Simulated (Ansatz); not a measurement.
# CrO2: the cost of one run

Method: DFT PBE+D3(BJ), scalar-relativistic, plane waves, PAW, in Ansatz 0.2.0.

6 further runs of the same task are left out: 1 that didn't finish, 5 set aside as unsound or not needed.

**1. Starting point**

It takes space group P-3m1 (No. 164, trigonal). The conventional cell has a = 3.149 Å, b = 3.149 Å, c = 12.094 Å, α = 90.00°, β = 90.00°, γ = 120.00°. Mo (site symmetry 3m) has 6 S at 2.40 Å as nearest neighbours. Around S (site symmetry 3m) lie 3 Mo at 2.40 Å.

Structure file:

```
CELL_PARAMETERS angstrom
3.14929 0.00000 0.00000
-1.57464 2.72736 0.00000
0.00000 0.00000 12.09389
ATOMIC_POSITIONS crystal
Mo 0.66667 0.33333 0.24978
Mo 0.33333 0.66667 0.75022
S 0.33333 0.66667 0.37926
S 0.66667 0.33333 0.87969
S 0.33333 0.66667 0.12031
S 0.66667 0.33333 0.62074
```

It goes back to an entry of the Materials Project, which need not be the stable form.

It is the result of an earlier relaxation at this level (volume 17.31 Å³/atom; gap on the mesh: 0.79 eV).

**2. The substitution Mo → Cr, S → O**

The start of CrO2: fractional positions of relaxed MoS2, cell scaled by 0.827, a guess from tabulated radii. Atoms that may carry a moment start with parallel spins.

**3. Probe: one point at the start (CrO2)**

input.yaml reads:

```yaml
crystal:
  lattice:
    - [2.6031629544, 0.0, 0.0]
    - [-1.3015814772, 2.2544052487, 0.0]
    - [0.0, 0.0, 9.9966650681]
  atoms:
    - { symbol: Cr, position: [0.6666666667, 0.3333333333, 0.249782775], spin: 3.0 }
    - { symbol: Cr, position: [0.3333333333, 0.6666666667, 0.750217225], spin: 3.0 }
    - { symbol: O, position: [0.3333333333, 0.6666666667, 0.3792579737] }
    - { symbol: O, position: [0.6666666667, 0.3333333333, 0.8796916104] }
    - { symbol: O, position: [0.3333333333, 0.6666666667, 0.1203083896] }
    - { symbol: O, position: [0.6666666667, 0.3333333333, 0.6207420263] }
basis:
  ecutwfc: 420
kpoints:
  mp_grid: { grid: [6, 6, 2] }
hamiltonian:
  xc: pbe
  dispersion: d3bj
scf:
  occupations: { method: gaussian, width: 0.1 }
  lower_state_search: "off"
output:
  forces: true
  stress: true
  eigenvalues: true
  populations: true
magnetization:
  spin_polarized: true
```

The run is started by

```sh
> ansatz run input.yaml --threads 1 --pin off --max-ram 2560MiB --backend cpu --events-out ev --progress --plain --runs-dir out
```

Q: Estimate wall time and peak memory on 1 thread of Intel Xeon at 2.70GHz, shared host.

About 8 s, with a peak of 0.37 GiB.
